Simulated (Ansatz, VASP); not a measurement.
**Mo: VASP beside Ansatz**

```
Mo
1.0
     1.50062    0.86638    2.07098
    -1.50062    0.86638    2.07098
     0.00000   -1.73276    2.07098
Mo
1
Cartesian
  0.0000 0.0000 3.1065
```

Alike in both runs: task relaxation of cell and atoms; functional PBE; k mesh 18 × 18 × 18; occupations gaussian, width 0.1 eV; no spin polarisation.

|  | VASP | Ansatz |
| --- | --- | --- |
| version | VASP 6.6.1 | Ansatz 0.2.0 |
| potentials or method | VASP PAW PBE potentials, release 64 (Mo_sv) | scalar-relativistic, plane waves, PAW |
| plane-wave cutoff (eV) | 600 | 420 |
| valence electrons in the cell | 14 | 14 |

Ansatz gave:

- gap on the k mesh at the Fermi level, each at its own relaxed structure (eV): none
- relaxed volume (Å³/atom): 16.22
- relaxed cell length with the largest relative difference (Å): 2.703

Question: Estimate VASP's values.

Answer: gap on the k mesh at the Fermi level, each at its own relaxed structure (eV): none; relaxed volume (Å³/atom): 16.24; relaxed cell length with the largest relative difference (Å): 2.705.

A gap of «none» marks a metal or a gap that the smearing closes.
